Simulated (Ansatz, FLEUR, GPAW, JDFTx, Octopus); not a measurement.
## Si: programs and potentials compared

```
Si
1.0
     0.00000    2.72185    2.72185
     2.72185    0.00000    2.72185
     2.72185    2.72185    0.00000
Si
2
Cartesian
  2.7015 2.7558 2.7182
  4.0713 4.0494 4.0713
```

Atoms were shifted at random by some hundredths of an Å from the given cell, which wasn't relaxed again for these runs.

Alike in all runs: task single point; functional PBEsol; k mesh 8 × 8 × 8; occupations fermi-dirac, width 0.05 eV; no spin polarisation; no spin-orbit coupling. Pressure is positive in compression and, in plane waves, holds the error of the finite cutoff, which Ansatz's Pulay term estimates and takes out.

```csv
program and potentials,plane-wave cutoff (eV),notes,band gap (eV),pressure (GPa),largest force (eV/Å),energy over the undisturbed cell (meV/atom)
"Ansatz, Ansatz PAW",420,"potentials made for PBE, which Ansatz adapts in part; Pulay term of +0.03 GPa included",0.11,-0.36,0.885,15.36
"JDFTx, PseudoDojo-SR-PBEsol-0.4.1-standard with smoothed tails",490,-,0.12,-0.49,0.886,15.38
"Octopus, pseudodojo_pbesol (PseudoDojo 0.4, PBEsol)",-,-,0.12,-,0.886,15.16
"Ansatz, all-electron LAPW, scalar-relativistic",-,-,?,?,?,-
"FLEUR, all-electron, FLAPW",-,-,0.12,-,0.885,15.38
"GPAW, PAW data sets generated for this functional",600,-,0.11,-0.11,0.892,15.48
```

Q: Estimate from the other rows what the run with Ansatz, all-electron LAPW, scalar-relativistic gave.

A: Band gap 0.12 eV; pressure -0.41 GPa; largest force 0.884 eV/Å. The other rows, which needn't bracket it: band gap 0.11 to 0.12; pressure -0.49 to -0.11; largest force 0.885 to 0.892; energy over the undisturbed cell 15.16 to 15.48.
